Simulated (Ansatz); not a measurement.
# Does disorder add resistance in series? Al(111) layers with 12.5 % Ta

Two lengths of the disordered region are known. What area resistance does the third give?

How it was computed: Ansatz 0.2.0, plane waves with PAW datasets at their recommended cutoffs (420 eV for most), Fermi-Dirac smearing; ballistic transmission by layer matching. The area resistance is RA = A (h/2e²)(1/T − 1/N), with T the zone-mean transmission per spin and N the lead's channels, both averaged over a few energies near the Fermi level; for magnets each spin is taken apart, with h/e², and the two conduct in parallel. Lateral cell 2x2, PBE, a fresh random draw for each length.

Results; the value marked ? is to be predicted:

```
length (Å)  channels N  RA (fΩ m²)
      9.35       5.430       0.729
      18.7       5.490        1.38
      28.0       5.490           ?
```

**Estimate by hand.**

Ohm's law makes RA linear in the length: the slope is (1.38 − 0.729)/(18.7 − 9.35) = 0.0698 fΩ m² per Å, or 70 µΩ cm. Then 1.38 + 0.0698 × 9.35. Predicted: 2.04 fΩ m².

What the run gave:

1.80 fΩ m², so the prediction is 13 % too high. The three lengths together give 57 µΩ cm. The two increments are 0.65 and 0.42 fΩ m²; with one draw for each length, their difference can't be told from scatter.

**Limits.** The scatterers repeat sideways with the small cell. The slope is a raw one; a model of isotropic scattering puts it 1.00 times the bulk value over these lengths. Atoms sit unrelaxed on the host's lattice, and the pair may not mix at random in practice. Spin-orbit coupling is left out, which matters for Ta.

[Logs are printed without paths, hosts, clocks, repeated set-up lines and the standing remarks that a program may print on its own settings, such as how far it seeks lower states.]
